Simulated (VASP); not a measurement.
# Sb (R-3m) in VASP: notebook

Aim: see how the results for Sb move with the level of theory and the settings. Levels: PBEsol, LDA, r2SCAN. Tasks: relaxation of cell and atoms.

Program: VASP 6.6.1. These are calculated values, not measurements. Logs are shortened: lines on timing, memory, paths and dates and some standing lists are left out, and cuts for length are marked.

## Step 1: The structure

It takes space group R-3m (No. 166, trigonal). Conventional cell: a = 4.308 Å, b = 4.308 Å, c = 11.274 Å, α = 90.00°, β = 90.00°, γ = 120.00°. Sb (site symmetry 3m) has 3 Sb at 2.91 Å as nearest neighbours.

## Step 2: Relaxation of cell and atoms, PBEsol

Contents of INCAR:

```
ALGO     = Normal         # electronic algorithm
EDIFF    = 1E-6           # SCF threshold, eV
EDIFFG   = -0.01          # ionic threshold
ENCUT    = 600            # plane-wave cutoff, eV
GGA      = PS             # functional
IBRION   = 2              # ionic algorithm
ISIF     = 3              # what is computed and relaxed
ISMEAR   = 0              # smearing method
LASPH    = T              # aspherical terms in the spheres
LCHARG   = F              # write CHGCAR
LREAL    = F              # projectors in reciprocal space
LWAVE    = F              # write WAVECAR
NELM     = 80             # most SCF steps
NSW      = 90             # ionic steps
PREC     = Accurate       # precision mode
SIGMA    = 0.03           # smearing width, eV
```

Contents of KPOINTS:

```
k-points
0
Gamma
  9 9 9
```

Contents of POSCAR:

```
Sb
1.0
    2.1542000000      1.2437279499      3.7580000000
   -2.1542000000      1.2437279499      3.7580000000
    0.0000000000     -2.4874558998      3.7580000000
Sb
2
Direct
    0.2334900000      0.2334900000      0.2334900000
    0.7665100000      0.7665100000      0.7665100000
```

Potentials or basis: VASP PAW PBE potentials, release 64 (Sb).

The run is started by

```bash
> cat potpaw_PBE.64/Sb/POTCAR > POTCAR
> mpirun -np 1 vasp_std > vasp.out
```

OUTCAR:

```text
EDIFF = 1E-6
   EDIFFG = -0.01
   ENCUT = 600
   GGA = PS
   IBRION = 2
   ISIF = 3
   ISMEAR = 0
   LASPH = T
   LREAL = F
   NELM = 80
   NSW = 90
   PREC = Accurate

 ion  position               nearest neighbor table
   1  0.233  0.233  0.233-   2 2.91   2 2.91   2 2.91   2 3.35   2 3.35   2 3.35
   2  0.767  0.767  0.767-   1 2.91   1 2.91   1 2.91   1 3.35   1 3.35   1 3.35

  LATTYP: Found a trigonal (rhomboedric) cell.
 ALAT       =     4.5066618304
 COS(alpha) =     0.5430253624

  Lattice vectors:

 A1 = (   2.1542000000,   1.2437279499,   3.7580000000)
 A2 = (  -2.1542000000,   1.2437279499,   3.7580000000)
 A3 = (   0.0000000000,  -2.4874558998,   3.7580000000)

Analysis of symmetry for initial positions (statically):
=====================================================================
 Subroutine PRICEL returns:
 Original cell was already a primitive cell.

 Routine SETGRP: Setting up the symmetry group for a
 trigonal (rhombohedral) supercell.

 Subroutine GETGRP returns: Found 12 space group operations
 (whereof 12 operations were pure point group operations)
 out of a pool of 12 trial point group operations.

The static configuration has the point symmetry D_3d.

Analysis of symmetry for dynamics (positions and initial velocities):
=====================================================================
 Subroutine PRICEL returns:
 Original cell was already a primitive cell.

 Routine SETGRP: Setting up the symmetry group for a
 trigonal (rhombohedral) supercell.

 Subroutine GETGRP returns: Found 12 space group operations
 (whereof 12 operations were pure point group operations)
 out of a pool of 12 trial point group operations.

The dynamic configuration has the point symmetry D_3d.

 Subroutine INISYM returns: Found 12 space group operations
 (whereof 12 operations are pure point group operations),
 and found     1 'primitive' translations

----------------------------------------------------------------------------------------

                                     Primitive cell

  volume of cell :      60.4115

  direct lattice vectors                    reciprocal lattice vectors
     2.154200000  1.243727950  3.758000000     0.232104726  0.134005726  0.088699663
    -2.154200000  1.243727950  3.758000000    -0.232104726  0.134005726  0.088699663
     0.000000000 -2.487455900  3.758000000     0.000000000 -0.268011452  0.088699663

  length of vectors
     4.506661830  4.506661830  4.506661830     0.282307932  0.282307932  0.282307932

  position of ions in fractional coordinates (direct lattice)
     0.233490000  0.233490000  0.233490000
     0.766510000  0.766510000  0.766510000

  ion indices of the primitive-cell ions
   primitive index   ion index
                 1           1
                 2           2

----------------------------------------------------------------------------------------

 KPOINTS: k-points

Automatic generation of k-mesh.
 Grid dimensions read from file:
 generate k-points for:    9    9    9

 Generating k-lattice:

  Cartesian coordinates                     Fractional coordinates (reciprocal lattice)
     0.025789414  0.014889525  0.009855518     0.111111111  0.000000000  0.000000000
    -0.025789414  0.014889525  0.009855518     0.000000000  0.111111111  0.000000000
     0.000000000 -0.029779050  0.009855518     0.000000000  0.000000000  0.111111111

  Length of vectors
     0.031367548  0.031367548  0.031367548

  Shift w.r.t. Gamma in fractional coordinates (k-lattice)
     0.000000000  0.000000000  0.000000000

 Subroutine IBZKPT returns following result:
 ===========================================

 Found     85 irreducible k-points:

 Following reciprocal coordinates:
            Coordinates               Weight
  0.000000  0.000000  0.000000      1.000000
  0.111111  0.000000 -0.000000      6.000000
  0.222222 -0.000000 -0.000000      6.000000
  0.333333 -0.000000  0.000000      6.000000
  0.444444 -0.000000 -0.000000      6.000000
  0.111111  0.111111 -0.000000      6.000000
[... 16 lines left out ...]
 -0.333333  0.333333  0.000000      6.000000
  0.444444  0.444444 -0.000000      6.000000
 [... further k-points ...]
   k-points           NKPTS =     85   k-points in BZ     NKDIM =     85   number of bands    NBANDS=      9
   number of dos      NEDOS =    301   number of ions     NIONS =      2
   total plane-waves  NPLWV =  46656
   dimension x,y,z NGX =    36 NGY =   36 NGZ =   36
   dimension x,y,z NGXF=    72 NGYF=   72 NGZF=   72
   ions per type =               2
   NGX,Y,Z   is equivalent  to a cutoff of  13.28, 13.28, 13.28 a.u.
   NGXF,Y,Z  is equivalent  to a cutoff of  26.56, 26.56, 26.56 a.u.
 SYSTEM =  unknown system
   PREC   = accura    normal or accurate (medium, high low for compatibility)
   ISTART =      0    job   : 0-new  1-cont  2-samecut
   ICHARG =      2    charge: 1-file 2-atom 10-const
   ISPIN  =      1    spin polarized calculation?
   LNONCOLLINEAR =      F non collinear calculations
   LSORBIT =      F    spin-orbit coupling
   LASPH  =      T    aspherical Exc in radial PAW
   ENCUT  =  600.0 eV  44.10 Ry    6.64 a.u.   9.00  9.00  9.00*2*pi/ulx,y,z
   NELM   =     80;   NELMIN=  2; NELMDL= -5     # of ELM steps
   EDIFF  = 0.1E-05   stopping-criterion for ELM
   LREAL  =      F    real-space projection
   EDIFFG = -.1E-01   stopping-criterion for IOM
   NSW    =     90    number of steps for IOM
   IBRION =      2    ionic relax: 0-MD 1-quasi-New 2-CG
   NFREE  =      1    steps in history (QN), initial steepest desc. (CG)
   ISIF   =      3    stress and relaxation
   ISYM   =      2    0-nonsym 1-usesym 2-fastsym
   POTIM  = 0.5000    time-step for ionic-motion
   TEBEG  =    0.0;   TEEND  =   0.0 temperature during run
   PSTRESS=    0.0 pullay stress
   NELECT =      10.0000    total number of electrons
   NUPDOWN=      -1.0000    fix difference up-down
   EMIN   =  10.00;   EMAX   =-10.00  energy-range for DOS
   EFERMI =   0.00;   METHOD = LEGACY
   ISMEAR =     0;   SIGMA  =   0.03  broadening in eV -4-tet -1-fermi 0-gaus
   EFERMI_NEDOS =   21; number of points for ismear=-14 and -15
   IALGO  =     38    algorithm
   IMIX   =      4    mixing-type and parameters
     AMIX     =   0.40;   BMIX     =  1.00
     AMIX_MAG =   1.60;   BMIX_MAG =  1.00
  volume/ion in A,a.u.               =      30.21       203.84
  Fermi-wavevector in a.u.,A,eV,Ry     =   0.898880  1.698637 10.993305  0.807985
  Thomas-Fermi vector in A             =   2.021644
   LORBIT       =      0    0 simple, 1 ext, 2 COOP (PROOUT), +10 PAW based schemes
   GGA     = PS    functional components
   LHFCALC =     F    Hartree Fock is set to
   AEXX    =    0.0000 exact exchange contribution
   IVDW    =     0    specifies the selected vdW correction
   LEPSILON=     F    determine dielectric tensor
   LRPA    =     F    only Hartree local field effects (RPA)
 conjugate gradient relaxation of ions
 non-spin polarized calculation
 Gauss-broadening in eV      SIGMA  =   0.03
  energy-cutoff  :      600.00
  volume of cell :       60.41
 maximum number of plane-waves:      2039
   NGX = 17   NGY = 17   NGZ = 17

--------------------------------------- Ionic step        1  -------------------------------------------

 number of electron      10.0000000 magnetization

 Free energy of the ion-electron system (eV)
  ---------------------------------------------------
  ext. energy  EPLUGINS =         0.00000000
  ---------------------------------------------------
  free energy    TOTEN  =        -9.11641074 eV

  energy without entropy =       -9.11635591  energy(sigma->0) =       -9.11638332

------------------------ aborting loop because EDIFF is reached ----------------------------------------

  FORCE on cell =-STRESS in cart. coord.  units (eV):
  Direction    XX          YY          ZZ          XY          YZ          ZX
  --------------------------------------------------------------------------------------
  -------------------------------------------------------------------------------------
  Total        0.1828868      0.1828868     -0.0434983      0.0000000     -0.0000000      0.0000000
  in kB        4.8503545      4.8503545     -1.1536216      0.0000000     -0.0000000      0.0000000
  external PRESSURE =       2.8490291 kB  Pullay stress =       0.0000000 kB

 VOLUME and BASIS-vectors are now :
 -----------------------------------------------------------------------------
  energy-cutoff  :      600.00
  volume of cell :       60.41
      direct lattice vectors                 reciprocal lattice vectors
     2.154200000  1.243727950  3.758000000     0.232104726  0.134005726  0.088699663
    -2.154200000  1.243727950  3.758000000    -0.232104726  0.134005726  0.088699663
     0.000000000 -2.487455900  3.758000000     0.000000000 -0.268011452  0.088699663
[... 181 lines left out ...]
 POSITION                                       TOTAL-FORCE (eV/Angst)
 -----------------------------------------------------------------------------------
     -0.00000      0.00000      2.61343        -0.000000      0.000000      0.002107
     -0.00000      0.00000      8.47568         0.000000      0.000000     -0.002107
 -----------------------------------------------------------------------------------
    total drift:                                0.000000      0.000000     -0.000000

  FREE ENERGIE OF THE ION-ELECTRON SYSTEM (eV)
  ---------------------------------------------------
  free  energy   TOTEN  =        -9.1217071998 eV

  energy  without entropy=       -9.1215604839  energy(sigma->0) =       -9.12163384

--------------------------------------- Ionic step        7  -------------------------------------------

 number of electron      10.0000000 magnetization

 Free energy of the ion-electron system (eV)
  ---------------------------------------------------
  ext. energy  EPLUGINS =         0.00000000
  ---------------------------------------------------
  free energy    TOTEN  =        -9.12172054 eV

  energy without entropy =       -9.12158847  energy(sigma->0) =       -9.12165450

 E-fermi :   7.1640     XC(G=0):  -9.7080

 val. band max:        7.1324472814   @ k =   0.3333   0.1111   0.1111
 cond. band min:       7.1912002677   @ k =   0.4444  -0.0000  -0.0000
 fundamental gap:      0.0587529862
 Fermi energy:         7.1640061781

 k-point     1 :       0.0000    0.0000    0.0000
  band No.  band energies     occupation
      1      -5.5209      2.00000
      2       2.4595      2.00000
      3       5.2388      2.00000
      4       5.3944      2.00000
      5       5.3944      2.00000
      6       9.4976      0.00000
      7       9.9992      0.00000
      8       9.9992      0.00000
      9      12.1436      0.00000

 k-point     2 :       0.1111    0.0000   -0.0000
  band No.  band energies     occupation
      1      -5.3845      2.00000
      2       1.8383      2.00000
      3       5.2683      2.00000
      4       5.3781      2.00000
      5       5.6810      2.00000
      6       9.3286      0.00000
      7       9.6185      0.00000
      8       9.6198      0.00000
      9      11.7339      0.00000
[... 253 lines left out ...]
 k-point    24 :       0.4444    0.4444   -0.0000
  band No.  band energies     occupation
      1      -3.2695      2.00000
      2      -0.6077      2.00000
      3       1.8374      2.00000
      4       3.5012      2.00000
      5       3.5358      2.00000
      6       8.7999      0.00000
      7      12.1385      0.00000
      8      12.5540      0.00000
      9      13.7979      0.00000

 [... further k-points ...]

------------------------ aborting loop because EDIFF is reached ----------------------------------------

  FORCE on cell =-STRESS in cart. coord.  units (eV):
  Direction    XX          YY          ZZ          XY          YZ          ZX
  --------------------------------------------------------------------------------------
  -------------------------------------------------------------------------------------
  Total       -0.0129105     -0.0129105     -0.0168837      0.0000000     -0.0000000      0.0000000
  in kB       -0.3452278     -0.3452278     -0.4514724      0.0000000     -0.0000000      0.0000000
  external PRESSURE =      -0.3806427 kB  Pullay stress =       0.0000000 kB

 VOLUME and BASIS-vectors are now :
 -----------------------------------------------------------------------------
  energy-cutoff  :      600.00
  volume of cell :       59.92
      direct lattice vectors                 reciprocal lattice vectors
     2.163948057  1.249355993  3.693712231     0.231059151  0.133402063  0.090243450
    -2.163948057  1.249355993  3.693712231    -0.231059151  0.133402063  0.090243450
    -0.000000000 -2.498711987  3.693712231     0.000000000 -0.266804126  0.090243450

 POSITION                                       TOTAL-FORCE (eV/Angst)
 -----------------------------------------------------------------------------------
     -0.00000      0.00000      2.61247         0.000000      0.000000     -0.009224
     -0.00000      0.00000      8.46866        -0.000000     -0.000000      0.009224
 -----------------------------------------------------------------------------------
    total drift:                                0.000000      0.000000     -0.000000

  FREE ENERGIE OF THE ION-ELECTRON SYSTEM (eV)
  ---------------------------------------------------
  free  energy   TOTEN  =        -9.1217205378 eV

  energy  without entropy=       -9.1215884696  energy(sigma->0) =       -9.12165450

 reached required accuracy - stopping structural energy minimisation
```

Wall time 51 s (1 thread of Intel Xeon 6975P-C (Granite Rapids), shared host); peak memory 0.23 GiB.

What came out:

```yaml
Free_energy: -9.1217 eV
Relaxed_volume: 29.96 Å³/atom
Relaxed_cell: a = 4.459 Å, b = 4.459 Å, c = 4.459 Å, α = 58.06°, β = 58.06°, γ = 58.06°
Space_group_after_relaxing_to_0.05_Å: R-3m (No. 166)
Energy_gained_by_relaxing: 2.7 meV/atom
Ionic_steps: 7
Pressure_after_relaxing: 0.0 GPa
Largest_force_after_relaxing: 0.009 eV/Å
Band_gap_on_the_k_mesh: 0.06 eV, indirect (least direct gap 0.45 eV)
```

Forces in eV/Å, atoms in the order of the input:
```
Sb   0.000  0.000 -0.009
Sb   0.000  0.000  0.009
```

Step by step:
| step | energy change (eV) | largest force (eV/Å) | pressure (GPa) | volume (Å³) |
| --- | --- | --- | --- | --- |
| 1 | 0.0000 | 0.1718 | 0.28 | 60.41 |
| 2 | -0.0023 | 0.0548 | -0.43 | 60.88 |
| 3 | -0.0023 | 0.0501 | -0.44 | 60.90 |
| 4 | -0.0044 | 0.0278 | -0.24 | 60.43 |
| 5 | -0.0053 | 0.0067 | 0.00 | 59.96 |
| 6 | -0.0053 | 0.0021 | 0.06 | 59.85 |
| 7 | -0.0053 | 0.0092 | -0.04 | 59.92 |

Final structure:
```yaml
crystal:
  lattice:
    - [2.16395, 1.24936, 3.69371]
    - [-2.16395, 1.24936, 3.69371]
    - [0.00000, -2.49871, 3.69371]
  atoms:
    - { symbol: Sb, position: [0.23576, 0.23576, 0.23576] }
    - { symbol: Sb, position: [0.76424, 0.76424, 0.76424] }
```

Levels at points of the mesh, in eV from the valence-band top:
| k point | band 2 | band 3 | band 4 | band 5 | band 6 | band 7 | band 8 | band 9 |
| --- | --- | --- | --- | --- | --- | --- | --- | --- |
| (0.00, 0.00, 0.00) | -4.67 | -1.89 | -1.74 | -1.74 | 2.37 | 2.87 | 2.87 | 5.01 |

Caveat: the PAW data sets were made with another functional, which shifts forces and pressure a little; spin-orbit coupling is left out, which moves the levels of the heavy elements; an odd mesh through Γ misses points on the zone boundary, where band edges often lie. PBEsol gaps usually lie below the measured ones, often by a third to a half.

## Step 3: Relaxation of cell and atoms, PBEsol

This run uses another cell than the first one, of 29.96 Å³/atom, 0.992 times its volume.

INCAR, as its differences from that of step 2:

```diff
@@ -1,4 +1,4 @@
 ALGO     = Normal         # electronic algorithm
-EDIFF    = 1E-6           # SCF threshold, eV
-EDIFFG   = -0.01          # ionic threshold
+EDIFF    = 1E-7           # SCF threshold, eV
+EDIFFG   = -0.005         # ionic threshold
 ENCUT    = 600            # plane-wave cutoff, eV
```

KPOINTS is that of step 2.

Contents of POSCAR:

```
Sb                                      
1.0
    2.1639480572      1.2493559933      3.6937122307
   -2.1639480572      1.2493559933      3.6937122307
   -0.0000000000     -2.4987119867      3.6937122307
  Sb            
     2
Direct
     0.2357587070610283    0.2357587070610283    0.2357587070610283
     0.7642412929389716    0.7642412929389716    0.7642412929389716
```

Potentials or basis: VASP PAW PBE potentials, release 64 (Sb).

The run is started by

```bash
> cat potpaw_PBE.64/Sb/POTCAR > POTCAR
> mpirun -np 1 vasp_std > vasp.out
```

It took 28 s on 1 thread of Intel Xeon 6975P-C (Granite Rapids), shared host; peak memory 0.23 GiB.

The run converged. Its results:

| Property | Result |
| --- | --- |
| Free energy | -9.1217 eV |
| Relaxed volume | 29.94 Å³/atom |
| Relaxed cell | a = 4.458 Å, b = 4.458 Å, c = 4.458 Å, α = 58.06°, β = 58.06°, γ = 58.06° |
| Space group after relaxing (to 0.05 Å) | R-3m (No. 166) |
| Energy gained by relaxing | 0.0 meV/atom |
| Ionic steps | 3 |
| Pressure after relaxing | 0.0 GPa |
| Band gap on the k mesh | 0.06 eV, indirect (least direct gap 0.45 eV) |

Forces in eV/Å, atoms in the order of the input:
```
Sb   0.000  0.000 -0.003
Sb   0.000  0.000  0.003
```

Final structure:
```yaml
crystal:
  lattice:
    - [2.16348, 1.24908, 3.69265]
    - [-2.16348, 1.24908, 3.69265]
    - [0.00000, -2.49817, 3.69265]
  atoms:
    - { symbol: Sb, position: [0.23573, 0.23573, 0.23573] }
    - { symbol: Sb, position: [0.76427, 0.76427, 0.76427] }
```

Levels at points of the mesh, in eV from the valence-band top:
```
           k point  band 3  band 4  band 5  band 6  band 7  band 8
(0.00, 0.00, 0.00)   -1.90   -1.74   -1.74    2.36    2.87    2.87
```

Caveat: the PAW data sets were made with another functional, which shifts forces and pressure a little; spin-orbit coupling is left out, which moves the levels of the heavy elements; an odd mesh through Γ misses points on the zone boundary, where band edges often lie.

(Continued in part 2 of 3.)
